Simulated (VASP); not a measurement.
Input of a VASP 6.6.1 run:

The input INCAR:

```
SYSTEM = Te
PREC     = Accurate       ! precision mode
ENCUT    = 600            ! plane-wave cutoff, eV
EDIFF    = 1E-6           ! SCF threshold, eV
ISMEAR   = -1             ! smearing method
SIGMA    = 0.05           ! smearing width, eV
LREAL    = .False.        ! projectors in reciprocal space
LASPH    = .True.         ! aspherical terms in the spheres
NELM     = 80             ! most SCF steps
ALGO     = Normal         ! electronic algorithm
ISIF     = 3              ! what is computed and relaxed
LWAVE    = .False.        ! write WAVECAR
LCHARG   = .False.        ! write CHGCAR
GGA      = PE             ! functional
IVDW     = 4              ! dispersion correction
IBRION   = 2              ! ionic algorithm
NSW      = 60             ! ionic steps
EDIFFG   = -0.005         ! ionic threshold
```

File KPOINTS:

```
Automatic mesh
0
Gamma
  4 4 5
  0 0 0
```

File POSCAR:

```
Te
1.0
    5.8500400000      0.0000000000      0.0000000000
    0.0000000000      5.8500400000      0.0000000000
    0.0000000000      0.0000000000      4.7912000000
Te
4
Direct
    0.0000000000      0.0000000000      0.0000000000
    0.5000000000      0.5000000000      0.0000000000
    0.0000000000      0.5000000000      0.8300400000
    0.5000000000      0.0000000000      0.1699600000
```

Potentials or basis: VASP PAW PBE potentials, release 64 (Te).

Command:

```sh
$ cat potpaw_PBE.64/Te/POTCAR > POTCAR
$ mpirun -np 1 vasp_std > vasp.out
```

Task: Predict the band gap on the k mesh.

Result: 0.13 eV, indirect (least direct gap 0.78 eV).

Task: Predict the dispersion energy per atom.

Result: -0.218 eV.

Step by step:
```csv
step,energy change (eV),largest force (eV/Å),pressure (GPa),volume (Å³)
1,0.0000,0.0487,-1.25,163.97
2,0.0162,0.1646,0.80,156.46
3,-0.0068,0.0114,-0.70,161.72
4,-0.0044,0.0715,-0.12,159.56
5,-0.0102,0.0772,-0.12,158.36
6,-0.0250,0.0801,-0.11,154.75
7,-0.0333,0.0617,0.01,147.49
8,-0.0328,0.0624,0.02,147.24
9,-0.0341,0.0388,-0.04,147.24
10,-0.0356,0.0079,-0.14,147.22
11,-0.0344,0.0151,-0.03,146.90
12,-0.0330,0.0220,0.07,146.60
13,-0.0330,0.0207,0.08,146.59
14,-0.0331,0.0153,0.09,146.57
15,-0.0328,0.0107,0.09,146.53
16,-0.0331,0.0090,0.09,146.56
17,-0.0356,0.0092,-0.08,147.03
18,-0.0356,0.0088,-0.08,147.02
19,-0.0344,0.0001,0.00,146.79
20,-0.0345,0.0000,0.01,146.82
21,-0.0347,0.0003,0.02,146.92
22,-0.0351,0.0012,0.00,147.12
```

Caveat: spin-orbit coupling is left out, which moves the levels of the heavy elements; an odd mesh through Γ misses points on the zone boundary, where band edges often lie. As with any semilocal functional, this PBE gap is likely too small.
